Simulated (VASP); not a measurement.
WC:

```
W C
1.0
     0.00000    2.19268    2.19268
     2.19268    0.00000    2.19268
     2.19268    2.19268    0.00000
W C
1 1
Direct
  0.00000 0.00000 0.00000
  0.50000 0.50000 0.50000
```

Measurements of this composition are mostly on another form, of space group No. 187.

```yaml
Program: VASP 6.6.1
Task: relaxation of cell and atoms
Functional: PBEsol
Potentials_or_basis: VASP PAW PBE potentials, release 64 (W_sv, C)
Cutoff: 600 eV
k_mesh: 7 × 7 × 7
Occupations: fermi-dirac, width 0.05 eV
Spin: spin-orbit coupling, no magnetisation
```

At the start: pressure -8.5 GPa; volume 10.54 Å³/atom.

How do energy, volume and symmetry change on relaxing?

Over 3 steps the energy falls by 6.6 meV/atom and the volume is 10.31 Å³/atom (-2.2 %); space group Fm-3m (No. 225, to 0.05 Å).

The path:
```
step  energy change (eV)  largest force (eV/Å)  pressure (GPa)  volume (Å³)
   1              0.0000                0.0000           -8.54        21.08
   2              0.0780                0.0000           26.05        19.42
   3             -0.0132                0.0000           -0.14        20.61
```

Final structure:
```
W C
1.0
     0.00000    2.17612    2.17612
     2.17612    0.00000    2.17612
     2.17612    2.17612    0.00000
W C
1 1
Direct
  0.00000 0.00000 0.00000
  0.50000 0.50000 0.50000
```

Caveat: the PAW data sets were made with another functional, which shifts forces and pressure a little.
